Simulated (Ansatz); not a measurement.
# AlAs: do energies and stresses tell the same story?

The calculation used DFT PBE, scalar-relativistic, plane waves, PAW (Ansatz).

Plane waves to 420 eV, a k mesh through Γ of 8×8×8 on the computed 2-atom cell and Gaussian smearing (0.02 eV); no spin polarisation.

Relaxed cell: F-43m, a = 5.728 Å, b = 5.728 Å, c = 5.728 Å, α = 90.00°, β = 90.00°, γ = 90.00°, 2 atoms in the primitive cell.

Energies at zero smearing and pressures from the stress tensor, at volumes with shape and atoms relaxed:
```tsv
V (Å³/atom)	E − E(first) (meV/atom)	P (GPa)
20.669	0.00	11.33
21.373	-41.86	7.80
22.078	-69.36	4.79
22.783	-84.62	2.22
23.487	-89.44	0.03
24.192	-85.35	-1.84
24.896	-73.67	-3.43
25.836	-48.23	-5.18
```

Check P = −dE/dV between neighbouring volumes, and get the bulk modulus from the pressures alone.

With 1 eV/Å³ = 160.2 GPa:
| middle V (Å³/atom) | −ΔE/ΔV (GPa) | mean P (GPa) |
| --- | --- | --- |
| 21.021 | 9.518 | 9.565 |
| 21.726 | 6.254 | 6.294 |
| 22.430 | 3.470 | 3.504 |
| 23.135 | 1.095 | 1.124 |
| 23.839 | -0.929 | -0.905 |
| 24.544 | -2.657 | -2.634 |
| 25.366 | -4.338 | -4.306 |

The two differ by 0.05 GPa at most. The mean of two end pressures misses the average over a step by about ΔV² P″/12, up to 0.05 GPa here; with that taken off 0.00 GPa remains. Around V = 23.487 Å³/atom, the two neighbours give B = −V ΔP/ΔV = 23.487 × 4.06 / 1.409 = 67.6 GPa, against B0 = 67.1 GPa from the Birch–Murnaghan fit of the energies.